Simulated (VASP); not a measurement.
# Pd (Fm-3m) in VASP: further runs

Aim: see how the results for Pd move with the level of theory and the settings. Levels: PBE, PBEsol. Tasks: elastic constants.

Everything below comes from runs of VASP 6.6.1. Logs are shortened: lines on timing, memory, paths and dates and some standing lists are left out, and cuts for length are marked.

## Step 1: Starting point

Symmetry: Fm-3m, No. 225, cubic system. The conventional cell has a = 3.940 Å, b = 3.940 Å, c = 3.940 Å, α = 90.00°, β = 90.00°, γ = 90.00°. Around Pd (site symmetry m-3m) lie 12 Pd at 2.79 Å.

## Step 2: Elastic constants, PBE

POSCAR reads:

```
Pd
1.0
    0.0000000000      1.9699585470      1.9699585470
    1.9699585470     -0.0000000000      1.9699585470
    1.9699585470      1.9699585470     -0.0000000000
  Pd
     1
Direct
     0.0000000000000000    0.0000000000000000    0.0000000000000000
```

INCAR.step1 reads:

```
PREC = Accurate
ENCUT = 600
EDIFF = 1E-8
ISMEAR = 1
SIGMA = 0.2
LREAL = F
LASPH = T
NELM = 80
ALGO = Fast
ISIF = 3
LWAVE = F
LCHARG = F
GGA = PE
KPAR = 2
IBRION = 2
NSW = 40
EDIFFG = -0.002
```

INCAR.step2 reads:

```
PREC = Accurate
ENCUT = 600
EDIFF = 1E-8
ISMEAR = 1
SIGMA = 0.2
LREAL = F
LASPH = T
NELM = 80
ALGO = Fast
ISIF = 3
LWAVE = F
LCHARG = F
GGA = PE
KPAR = 2
IBRION = 6
NFREE = 2
POTIM = 0.015
NSW = 1
```

KPOINTS reads:

```
regular mesh
0
Gamma
  30 30 30
```

Potentials or basis: VASP PAW PBE potentials, release 64 (Pd).

Run with:

```console
$ cat potpaw_PBE.64/Pd/POTCAR > POTCAR
$ cp INCAR.step1 INCAR
$ mpirun -np 2 vasp_std > vasp.out
$ cp CONTCAR POSCAR
$ cp INCAR.step2 INCAR
$ mpirun -np 2 vasp_std > vasp.out
```

OUTCAR:

```text
PREC = Accurate
   ENCUT = 600
   EDIFF = 1E-8
   ISMEAR = 1
   LREAL = F
   LASPH = T
   NELM = 80
   ISIF = 3
   GGA = PE
   IBRION = 6
   NFREE = 2
   POTIM = 0.015
   NSW = 1

 ion  position               nearest neighbor table
   1  0.000  0.000  0.000-

  LATTYP: Found a face centered cubic cell.
 ALAT       =     3.9399170940

  Lattice vectors:

 A1 = (   0.0000000000,   1.9699585470,   1.9699585470)
 A2 = (   1.9699585470,   0.0000000000,   1.9699585470)
 A3 = (   1.9699585470,   1.9699585470,   0.0000000000)

Analysis of symmetry for initial positions (statically):
=====================================================================
 Subroutine PRICEL returns:
 Original cell was already a primitive cell.

 Routine SETGRP: Setting up the symmetry group for a
 face centered cubic supercell.

 Subroutine GETGRP returns: Found 48 space group operations
 (whereof 48 operations were pure point group operations)
 out of a pool of 48 trial point group operations.

The static configuration has the point symmetry O_h .

Analysis of symmetry for dynamics (positions and initial velocities):
=====================================================================
 Subroutine PRICEL returns:
 Original cell was already a primitive cell.

 Routine SETGRP: Setting up the symmetry group for a
 face centered cubic supercell.

 Subroutine GETGRP returns: Found 48 space group operations
 (whereof 48 operations were pure point group operations)
 out of a pool of 48 trial point group operations.

The dynamic configuration has the point symmetry O_h .

 Subroutine INISYM returns: Found 48 space group operations
 (whereof 48 operations are pure point group operations),
 and found     1 'primitive' translations

----------------------------------------------------------------------------------------

                                     Primitive cell

  volume of cell :      15.2898

  direct lattice vectors                    reciprocal lattice vectors
     0.000000000  1.969958547  1.969958547    -0.253812447  0.253812447  0.253812447
     1.969958547  0.000000000  1.969958547     0.253812447 -0.253812447  0.253812447
     1.969958547  1.969958547  0.000000000     0.253812447  0.253812447 -0.253812447

  length of vectors
     2.785942094  2.785942094  2.785942094     0.439616054  0.439616054  0.439616054

  position of ions in fractional coordinates (direct lattice)
     0.000000000  0.000000000  0.000000000

  ion indices of the primitive-cell ions
   primitive index   ion index
                 1           1

----------------------------------------------------------------------------------------

 KPOINTS: regular mesh

Automatic generation of k-mesh.
 Grid dimensions read from file:
 generate k-points for:   30   30   30

 Generating k-lattice:

  Cartesian coordinates                     Fractional coordinates (reciprocal lattice)
    -0.008460415  0.008460415  0.008460415     0.033333333  0.000000000  0.000000000
     0.008460415 -0.008460415  0.008460415     0.000000000  0.033333333  0.000000000
     0.008460415  0.008460415 -0.008460415     0.000000000  0.000000000  0.033333333

  Length of vectors
     0.014653868  0.014653868  0.014653868

  Shift w.r.t. Gamma in fractional coordinates (k-lattice)
[... 93 lines left out ...]

 number of electron      10.0000000 magnetization

 Free energy of the ion-electron system (eV)
  ---------------------------------------------------
  ext. energy  EPLUGINS =         0.00000000
  ---------------------------------------------------
  free energy    TOTEN  =        -5.21809845 eV

  energy without entropy =       -5.21274784  energy(sigma->0) =       -5.21631491

------------------------ aborting loop because EDIFF is reached ----------------------------------------

  FORCE on cell =-STRESS in cart. coord.  units (eV):
  Direction    XX          YY          ZZ          XY          YZ          ZX
  --------------------------------------------------------------------------------------
  -------------------------------------------------------------------------------------
  Total       -0.0000115     -0.0000115     -0.0000115      0.0000000      0.0000000      0.0000000
  in kB       -0.0012076     -0.0012076     -0.0012076      0.0000000      0.0000000      0.0000000
  external PRESSURE =      -0.0012076 kB  Pullay stress =       0.0000000 kB
[... 86 lines left out ...]
  FREE ENERGIE OF THE ION-ELECTRON SYSTEM (eV)
  ---------------------------------------------------
  free  energy   TOTEN  =        -5.2158937186 eV

  energy  without entropy=       -5.2107272695  energy(sigma->0) =       -5.21417157

[... ionic steps 4 to 12 ...]

--------------------------------------- Ionic step       13  -------------------------------------------

 number of electron      10.0000000 magnetization

------------------------ aborting loop because EDIFF is reached ----------------------------------------
[... 65 lines left out ...]
--------------------------------------- Ionic step       15  -------------------------------------------

 number of electron      10.0000000 magnetization

 Free energy of the ion-electron system (eV)
  ---------------------------------------------------
  ext. energy  EPLUGINS =         0.00000000
  ---------------------------------------------------
  free energy    TOTEN  =        -5.21809842 eV

  energy without entropy =       -5.21274776  energy(sigma->0) =       -5.21631487

 E-fermi :   9.1889     XC(G=0): -12.9611

 val. band max:        9.1883502291   @ k =   0.5000   0.2000   0.0333
 cond. band min:       9.1897492146   @ k =   0.4667   0.1333   0.0000
 fundamental gap:      0.0013989855
 Fermi energy:         9.1888513995

 k-point     1 :       0.0000    0.0000    0.0000
  band No.  band energies     occupation
      1       2.3233      2.00000
      2       6.5096      2.00000
      3       6.5096      2.00000
      4       6.5096      2.00000
      5       8.0280      2.00000
      6       8.0280      2.00000
      7      26.3567      0.00000
      8      30.9296      0.00000
      9      30.9296      0.00000
[... 265 lines left out ...]
 k-point    24 :       0.2667    0.0333    0.0000
  band No.  band energies     occupation
      1       4.0431      2.00000
      2       6.4646      2.00000
      3       6.7892      2.00000
      4       6.8073      2.00000
      5       8.1160      2.00000
      6       8.3167      2.00000
      7      23.2359      0.00000
      8      27.2966      0.00000
      9      31.4129      0.00000

 [... further k-points ...]
[... 5 lines left out ...]
  --------------------------------------------------------------------------------------
  -------------------------------------------------------------------------------------
  Total       -0.0003822     -0.0003822     -0.0003822     -0.0000000      0.0000000      0.0000000
  in kB       -0.0400532     -0.0400532     -0.0400532     -0.0000000      0.0000000      0.0000000
  external PRESSURE =      -0.0400532 kB  Pullay stress =       0.0000000 kB
[... 16 lines left out ...]
  FREE ENERGIE OF THE ION-ELECTRON SYSTEM (eV)
  ---------------------------------------------------
  free  energy   TOTEN  =        -5.2180984230 eV

  energy  without entropy=       -5.2127477568  energy(sigma->0) =       -5.21631487

 INTERNAL STRAIN TENSORS FROM STRAINED CELLS
 ============================================

 INTERNAL STRAIN TENSOR FOR ION    1 for displacements in x,y,z  (eV/Angst):
          X           Y           Z          XY          YZ          ZX
  --------------------------------------------------------------------------------
  x     0.00000    -0.00000     0.00000    -0.00000     0.00000     0.00000
  y     0.00000     0.00000     0.00000    -0.00000     0.00000     0.00000
  z     0.00000     0.00000     0.00000     0.00000     0.00000     0.00000

 INTERNAL STRAIN TENSORS FROM DISPLACED ATOMS
 ============================================

 INTERNAL STRAIN TENSOR FOR ION    1 for displacements in x,y,z  (eV/Angst):
          X           Y           Z          XY          YZ          ZX
  --------------------------------------------------------------------------------
  x     0.00000     0.00000     0.00000     0.00000     0.00000     0.00000
  y     0.00000     0.00000     0.00000     0.00000     0.00000     0.00000
  z     0.00000     0.00000     0.00000     0.00000     0.00000     0.00000

 Eigenvectors and eigenvalues of the dynamical matrix
 ----------------------------------------------------

   1 f  =    0.000000 THz     0.000000 2PiTHz    0.000000 cm-1     0.000000 meV
             X         Y         Z           dx          dy          dz
      0.000000  0.000000  0.000000    -0.940173    0.340697    0.000000

   2 f  =    0.000000 THz     0.000000 2PiTHz    0.000000 cm-1     0.000000 meV
             X         Y         Z           dx          dy          dz
      0.000000  0.000000  0.000000     0.000000    0.000000    1.000000

   3 f  =    0.000000 THz     0.000000 2PiTHz    0.000000 cm-1     0.000000 meV
             X         Y         Z           dx          dy          dz
      0.000000  0.000000  0.000000     0.340697    0.940173    0.000000

--------------------------------------------------------------------------------------------------------

 ELASTIC MODULI CONTR FROM IONIC RELAXATION (kBar)
 Direction    XX          YY          ZZ          XY          YZ          ZX
 --------------------------------------------------------------------------------
 XX           0.0000      0.0000      0.0000      0.0000      0.0000      0.0000
 YY           0.0000      0.0000      0.0000      0.0000      0.0000      0.0000
 ZZ           0.0000      0.0000      0.0000      0.0000      0.0000      0.0000
 XY           0.0000      0.0000      0.0000      0.0000      0.0000      0.0000
 YZ           0.0000      0.0000      0.0000      0.0000      0.0000      0.0000
 ZX           0.0000      0.0000      0.0000      0.0000      0.0000      0.0000
 --------------------------------------------------------------------------------

 TOTAL ELASTIC MODULI (kBar)
 Direction    XX          YY          ZZ          XY          YZ          ZX
 --------------------------------------------------------------------------------
 XX        2001.6866   1541.1054   1541.1054     -0.0000      0.0000     -0.0000
 YY        1541.1054   2001.6866   1541.1054     -0.0000     -0.0000     -0.0000
 ZZ        1541.1054   1541.1054   2001.6866     -0.0000      0.0000     -0.0000
 XY          -0.0000     -0.0000     -0.0000    647.1913      0.0000      0.0000
 YZ           0.0000     -0.0000      0.0000      0.0000    647.1913      0.0000
 ZX          -0.0000     -0.0000     -0.0000      0.0000      0.0000    647.1913
 --------------------------------------------------------------------------------
```

It took 43 min on 2 MPI ranks of AMD EPYC 9R45 (Zen 5), shared host; peak memory 2 GiB.

Results:

```yaml
Elastic_constants_C11_C12_C44: 200, 154, 65 GPa
Voigt_bulk_modulus: 169 GPa
```

Elastic tensor in Voigt notation (GPa, in the Cartesian axes of the cell as first typed):
```
200 154 154   0   0   0
154 200 154   0   0   0
154 154 200   0   0   0
  0   0   0  65   0   0
  0   0   0   0  65   0
  0   0   0   0   0  65
```

Clamped-ion elastic tensor (GPa):
```
200 154 154   0   0   0
154 200 154   0   0   0
154 154 200   0   0   0
  0   0   0  65   0   0
  0   0   0   0  65   0
  0   0   0   0   0  65
```

## Step 3: Elastic constants, PBEsol

This run uses another cell than the first one, of 14.53 Å³/atom, 0.950 times its volume.

POSCAR reads:

```
Pd
1.0
    0.0000000000      1.9367489723      1.9367489723
    1.9367489723      0.0000000000      1.9367489723
    1.9367489723      1.9367489723      0.0000000000
  Pd
     1
Direct
     0.0000000000000000    0.0000000000000000    0.0000000000000000
```

INCAR.step1 reads:

```
SYSTEM = Pd
PREC = Accurate
ENCUT = 600
EDIFF = 1E-8
ISMEAR = 1
SIGMA = 0.2
LREAL = .False.
LASPH = .True.
NELM = 80
ALGO = Normal
ISIF = 3
LWAVE = .False.
LCHARG = .False.
GGA = PS
KPAR = 2
IBRION = 2
NSW = 40
EDIFFG = -0.002
```

INCAR.step2 reads:

```
SYSTEM = Pd
PREC = Accurate
ENCUT = 600
EDIFF = 1E-8
ISMEAR = 1
SIGMA = 0.2
LREAL = .False.
LASPH = .True.
NELM = 80
ALGO = Normal
ISIF = 3
LWAVE = .False.
LCHARG = .False.
GGA = PS
KPAR = 2
IBRION = 6
NFREE = 2
POTIM = 0.015
NSW = 1
```

KPOINTS reads:

```
Automatic mesh
0
Gamma
  30 30 30
  0 0 0
```

Potentials or basis: VASP PAW PBE potentials, release 64 (Pd).

Run with:

```console
$ cat potpaw_PBE.64/Pd/POTCAR > POTCAR
$ cp INCAR.step1 INCAR
$ mpirun -np 2 vasp_std > vasp.out
$ cp CONTCAR POSCAR
$ cp INCAR.step2 INCAR
$ mpirun -np 2 vasp_std > vasp.out
```

It took 55 min on 2 MPI ranks of AMD EPYC 7R13 (Zen 3), shared host; peak memory 2 GiB.

The run converged. Its results:

| Property | Result |
| --- | --- |
| Relaxed volume | 14.52 Å³/atom |
| Relaxed cell | a = 2.738 Å, b = 2.738 Å, c = 2.738 Å, α = 60.00°, β = 60.00°, γ = 60.00° |
| Space group after relaxing (to 0.05 Å) | Fm-3m (No. 225) |
| Elastic constants C11, C12, C44 | 245, 186, 77 GPa |
| Voigt bulk modulus | 206 GPa |

Final structure:
```cif
data_structure
_symmetry_space_group_name_H-M 'P 1'
_symmetry_Int_Tables_number 1
_cell_length_a 2.7385
_cell_length_b 2.7385
_cell_length_c 2.7385
_cell_angle_alpha 60.000
_cell_angle_beta 60.000
_cell_angle_gamma 60.000
_cell_volume 14.52
loop_
_atom_site_label
_atom_site_type_symbol
_atom_site_fract_x
_atom_site_fract_y
_atom_site_fract_z
_atom_site_occupancy
Pd1 Pd 0.00000 0.00000 0.00000 1
```

Elastic tensor in Voigt notation (GPa, in the Cartesian axes of the cell as first typed):
```
245 186 186   0   0   0
186 245 186   0   0   0
186 186 245   0   0   0
  0   0   0  77   0   0
  0   0   0   0  77   0
  0   0   0   0   0  77
```

Clamped-ion elastic tensor (GPa):
```
245 186 186   0   0   0
186 245 186   0   0   0
186 186 245   0   0   0
  0   0   0  77   0   0
  0   0   0   0  77   0
  0   0   0   0   0  77
```

Caveat: the PAW data sets were made with another functional, which shifts forces and pressure a little.
